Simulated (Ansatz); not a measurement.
A relaxed cell of NbP is given with its symmetry left out. The cell was found from a structure generator's guess, not taken from experiment.

Level of theory: DFT PBE, scalar-relativistic, plane waves, PAW (Ansatz). Cutoff 420 eV, Γ-centred mesh, Gaussian smearing, no spin polarisation.

```
Nb P
1.0
     4.26028    0.00000    0.00000
     0.00000    4.26028    0.00000
     0.00000    0.00000    4.77286
Nb P
2 2
Direct
  0.00000 0.50000 0.00000
  0.50000 0.00000 0.50000
  0.50000 0.50000 0.25000
  0.50000 0.50000 0.75000
```

Formation energies are uncorrected and refer to the elements' standard structures at the same level. The references include black phosphorus.

Q: Find its symmetry and describe it.

A: P4_2/mmc (No. 131), the cooperite type. Conventional cell: a = 4.260 Å, c = 4.773 Å. Around Nb lie 4 P at 2.44 Å; P is surrounded by 2 P at 2.39 Å and 4 Nb at 2.44 Å.

Q: What is its formation energy per atom?

A: +0.33 eV/atom. It can't be a ground state, since the elements alone are lower.

Q: Is it a metal?

A: Yes, bands cross the Fermi level on the 12×12×10 mesh.

Q: From what recipe could a structure generator have reached it?

A: One such recipe: ordered vacancies on the anion sites of fluorite (P4_2/mmc, No. 131). Other recipes can lead to the same cell.

The last run used a 12×12×10 mesh (in the run's order of axes) for its 4-atom cell and Gaussian smearing of 0.10 eV. The reference form of P is held partly by dispersion forces, which this level lacks. A structure relaxed within its symmetry needn't be a true minimum.
